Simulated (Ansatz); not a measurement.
## A series in volume scale on Nb

Results calculated with Ansatz 0.2.0, not measured. Plane-wave DFT, scalar-relativistic PAW made under PBE with cores redone for the functional, no dispersion; the given relaxed cell is scaled uniformly, energy at zero smearing counts from the unscaled cell, pressure at the given Fermi-Dirac smearing is positive in compression.

The cell before it is scaled or strained (space group Fm-3m, No. 225):
```
CELL_PARAMETERS angstrom
0.00000 2.11030 2.11030
2.11030 0.00000 2.11030
2.11030 2.11030 0.00000
ATOMIC_POSITIONS crystal
Nb 0.00000 0.00000 0.00000
```

Settings of every row: spin polarised no; functional PBE; wave cutoff 420 eV; smearing width 0.1 eV; k mesh 14x14x14.

Atom starting moment: 0 on all atoms.

Limits: the cell comes from a prototype or a list of computed structures and needn't be the stable phase.

| row | volume scale | V (Å³/atom) | pressure (GPa) | energy change per atom (meV) |
| --- | --- | --- | --- | --- |
| 1 | 0.88 | 16.54 | 25.91 | 160.48 |
| 2 | 0.92 | 17.292 | ? | ? |
| 3 | 0.96 | 18.044 | 6.9 | 14.25 |
| 4 | 1.04 | 19.548 | -6.12 | 16.13 |
| 5 | 1.08 | 20.3 | -11.02 | 57.5 |
| 6 | 1.12 | 21.051 | -15.05 | 119.82 |

Question: what pressure and energy change per atom should row 2 give?

Worked fit of pressure. Take u = (V_r/V)^(2/3) − 1 with V_r = 19.548 Å³ an atom, which is twice the finite (Eulerian) strain; such expansions in the strain, on which the Birch-Murnaghan equation of state is built, carry the rest volume and the bulk modulus. The shown rows have u = 0.11784, 0.05482, 0, -0.02485, -0.04818. Least squares give pressure = −6.15 + 209.722 × u + 528.31 × u² GPa; a straight line predicts inner rows, each left out in turn, worse (root mean square 1.8 against 0.058 GPa). The rows lie off it by 0.01, -0.03, 0.03, 0.02, -0.02. The pressure vanishes at u = 0.0274, or V = 18.77 Å³ an atom, and there the bulk modulus at fixed shape and fractions is B = −V dP/dV = (2/3)(1 + u) dP/du = 164 GPa. The withheld row has u = 0.08519, so the fit gives −6.15 + 209.722 × (0.08519) + 528.31 × (0.08519)² = 15.55 GPa.

The calculation gave 15.5 GPa. The fit lies 0.05 GPa (0.12 % of the column's range) above it; its largest miss of a shown row is 0.03 GPa.

Worked fit of energy change per atom. Take u = (V_r/V)^(2/3) − 1 with V_r = 19.548 Å³ an atom, which is twice the finite (Eulerian) strain; such expansions in the strain, on which the Birch-Murnaghan equation of state is built, carry the rest volume and the bulk modulus. The shown rows have u = 0.11784, 0.05482, 0, -0.02485, -0.04818. Least squares give energy change per atom = 16.54 − 1160.688 × u + 20227.58 × u² meV; a straight line predicts inner rows, each left out in turn, worse (root mean square 67 against 0.92 meV). The rows lie off it by -0.17, 0.55, -0.41, -0.37, 0.40 (root mean square 0.4 meV). The withheld row has u = 0.08519, so the fit gives 16.54 − 1160.688 × (0.08519) + 20227.58 × (0.08519)² = 64.46 meV.

The calculation gave 65.14 meV. The fit lies 0.68 meV (1 % of the value, 0.47 % of the column's range) below it; its largest miss of a shown row is 0.55 meV.
